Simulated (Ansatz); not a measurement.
Isolated molecules relaxed with PBE0-D4/def2-TZVP in Ansatz; ΔE leaves out vibrations. CCSD(T)/CBS adds triple-zeta CCSD(T) − MP2 to the extrapolated MP2 energy (def2 sets, frozen cores). This one scheme is used for every species. DFT in def2-TZVPP. B3LYP here is the variant with VWN-RPA as its local correlation; programs differ in this. HSE06 is defined as in plane-wave codes. Open shells (•) are unrestricted, without spin–orbit coupling. One conformer a species, not always the lowest.

Consider the hydrogen abstraction from the Si–H bond: `CO[SiH](O)F` + `F[C](F)F`• → `CO[Si](O)F`• + `FC(F)F`.

Question: Is it downhill or uphill in electronic energy at CCSD(T)/CBS, and by how much? (An estimate is asked.)

Answer: Computed: Downhill: ΔE = -41.6 kJ/mol.

Question: What do these levels give: B3LYP-D4, HSE06-D4, CAM-B3LYP-D4, BLYP, MP2/def2-QZVPP, CCSD/CBS(def2)? (An estimate is asked.)

Answer: Ansatz gave: B3LYP-D4 -37.4, HSE06-D4 -41.8, CAM-B3LYP-D4 -35.0, BLYP -41.2, MP2/def2-QZVPP -47.6, CCSD/CBS(def2) -39.3 kJ/mol.

Largest T1 diagnostic among the species: 0.014.

From r2SCAN to r2SCAN0 (25 % exact exchange), in def2-TZVPP and without D4, ΔE moves by +3.5 kJ/mol. At CCSD(T), def2-SVP lies +10.8 kJ/mol from the extrapolated value and def2-TZVPP +1.8 kJ/mol.
